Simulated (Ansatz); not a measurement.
**SiS₂: enthalpy under pressure, worked through**

These are results of DFT PBE, scalar-relativistic, plane waves, PAW (Ansatz 0.2.0), not measurements. (420 eV cutoff, 6×6×6 k-mesh, Gaussian smearing of 0.02 eV, no spin polarisation)

Reference structure (relaxed):

```
CELL_PARAMETERS angstrom
-3.18470 5.54380 2.79634
3.18470 -5.54380 2.79634
3.18470 5.54380 -2.79634
ATOMIC_POSITIONS crystal
Si 0.75000 0.75000 0.00000
Si 0.25000 0.25000 0.00000
S 0.89603 0.81856 0.71459
S 0.10397 0.18144 0.28541
S 0.60397 0.31856 0.92253
S 0.39603 0.68144 0.07747
```

Cell and atoms were relaxed at each target pressure within the start's symmetry (Ibam), at zero temperature; other phases can be more stable under pressure. H = E + PV with P the target; E is the free energy at the smearing used, whose derivative the pressure is, per atom and counted from zero pressure. The mesh named is that at zero pressure; some other pressures ran on another.

```csv
P (GPa),V (Å³/atom),E − E0 (meV),H − H0 (meV)
0,32.914,0.0,0.0
2,23.778,32.0,328.9
5,21.017,88.6,744.5
10,18.753,190.7,1361.2
20,16.430,400.2,2451.1
40,14.040,831.9,4337.2
```

Task: Thermodynamics gives dH/dP = V along a relaxed path. Integrate V over P by the trapezoid rule and compare with the computed enthalpies.

Result: With 1 eV/Å³ = 160.22 GPa, each step adds the mean volume times ΔP / 160.22:
```
P (GPa)  ∫V dP (meV) H − H0 (meV) difference (meV)
      2        353.8         328.9              25.0
      5        773.2         744.5              28.7
     10       1393.8        1361.2              32.6
     20       2491.8        2451.1              40.7
     40       4393.5        4337.2              56.3
```

V(P) curves upward, so the trapezoid rule runs high; integrating a smooth curve through the same points puts that excess at about 56.7 meV at 40 GPa, against the 56.3 meV found.

Task: At 40 GPa, how much of the enthalpy change is stored energy and how much is the PV term?

Result: E rises by 832 meV/atom and PV is 40 × 14.040 / 160.22 = 3505 meV/atom, so PV makes 81 % of ΔH. So between rival structures at high pressure a small difference in volume can outweigh the difference in energy: 1 % of this volume is worth 35.1 meV/atom at this pressure.

Task: What bulk modulus do the lowest pressures give?

Result: From the pressures that the runs reached, -0.01 GPa (32.914 Å³) and 2.00 GPa (23.778 Å³), B = −ΔP/Δln V = 2.01 / 0.3251 = 6 GPa, a mean over that range. Where layers or molecules are held by dispersion forces, this functional describes the zero-pressure volume and B poorly.

Task: The gap is 3.086 eV at -0.01 GPa and 2.620 eV at 2.00 GPa. What pressure coefficient and volume deformation potential follow?

Result: dE_g/dP = -231.5 meV/GPa, and a_V = dE_g/d ln V = −B dE_g/dP = 1.43 eV. A gap that closes or barely moves under pressure is usual where the conduction edge lies away from the zone centre, has d character, or where the bands broaden faster than they shift. If the edges move to other points of the zone within the range, this is a mean of two slopes. Gaps are Kohn–Sham gaps over the whole zone.